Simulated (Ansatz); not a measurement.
RbCl in Ansatz: convergence with basis error

The system is RbCl.

```
Rb Cl
1.0
     0.00000    3.27400    3.27400
     3.27400    0.00000    3.27400
     3.27400    3.27400    0.00000
Rb Cl
1 1
Cartesian
  0.0000 0.0000 0.0000
  3.2740 3.2740 3.2740
```

| Quantity | Value |
| --- | --- |
| Program | Ansatz 0.2.0 |
| Task | convergence study |
| Functional | PBEsol |
| Potentials or basis | all-electron LAPW, scalar-relativistic |
| Cutoff | 82 eV (chosen from the basis error) |
| Basis error allowed | 0.03 eV/atom |
| k mesh | 7 × 7 × 7 |
| Occupations | fermi-dirac, width 0.05 eV |
| Spin | no spin polarisation |

These are the settings of the first run; the series varies basis error, with any setting tied to it.

Hardware: 1 thread of Intel(R) Xeon(R) Platinum 8259CL CPU @ 2.50GHz (Skylake/Cascade Lake), on a shared host.

| basis error | energy less the tightest run, at zero smearing (meV/atom) | SCF cycles | CPU time (s) | peak memory (GiB) |
| --- | --- | --- | --- | --- |
| 0.03 eV/atom | 8.51 | 7 | 1.9 | 0.26 |
| 0.01 eV/atom | 2.70 | 7 | 2.5 | 0.26 |
| 0.003 eV/atom | 0.78 | 7 | 3.1 | 0.27 |
| 0.001 eV/atom | 0.26 | 7 | 3.7 | 0.29 |
| 0.0003 eV/atom | 0.05 | 7 | 4.6 | 0.3 |
| 0.0001 eV/atom | 0.00 | 7 | 5.8 | 0.33 |

Against the tightest run, the energy stays within 1 meV/atom from 0.003 eV/atom on. The tightest run that finished is the yardstick and may itself not be fully converged.

The runs don't all hold the same shells in valence.
